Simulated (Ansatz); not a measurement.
# Mo: the cost of one run

Method: DFT PBE, scalar-relativistic, plane waves, PAW, in Ansatz 0.2.0.

## 1. The starting structure

Symmetry: Im-3m, No. 229, cubic system. The conventional cell has a = 3.168 Å, b = 3.168 Å, c = 3.168 Å, α = 90.00°, β = 90.00°, γ = 90.00°. Around Mo (site symmetry m-3m) lie 8 Mo at 2.74 Å.

Coordinates:

```cif
data_structure
_symmetry_space_group_name_H-M 'Im-3m'
_symmetry_Int_Tables_number 229
_cell_length_a 3.1676
_cell_length_b 3.1676
_cell_length_c 3.1676
_cell_angle_alpha 90.000
_cell_angle_beta 90.000
_cell_angle_gamma 90.000
_cell_volume 31.78
loop_
_atom_site_label
_atom_site_type_symbol
_atom_site_symmetry_multiplicity
_atom_site_Wyckoff_symbol
_atom_site_fract_x
_atom_site_fract_y
_atom_site_fract_z
_atom_site_occupancy
Mo1 Mo 2 a 0.00000 0.00000 0.00000 1
```

Source of the structure: the Materials Project (structure only).

(A quick probe on a coarse mesh, which set the mesh and smearing, is not shown.)

## 3. Full relaxation

The input, input.yaml:

```yaml
crystal:
  lattice:
    - [-1.58380897, 1.58380897, 1.58380897]
    - [1.58380897, -1.58380897, 1.58380897]
    - [1.58380897, 1.58380897, -1.58380897]
  atoms:
    - { symbol: Mo, position: [0.0, 0.0, 0.0] }
basis:
  ecutwfc: 420
kpoints:
  mp_grid: { grid: [18, 18, 18] }
hamiltonian:
  xc: pbe
scf:
  occupations: { method: gaussian, width: 0.1 }
output:
  forces: true
  stress: true
  eigenvalues: true
relax:
  adjacent_minimum: "off"
  f_tol: 0.005
  max_steps: 80
  cell: { stress_tol: 0.05 }
```

The run is started by

```
$ ansatz run input.yaml --threads 4 --pin off --max-ram 8192MiB --backend cpu --events-out ev --progress --plain --runs-dir out
```

What time and memory should one allow on 4 threads of Arm Neoverse N1, shared host?

About 4.2 s, with a peak of 0.32 GiB.
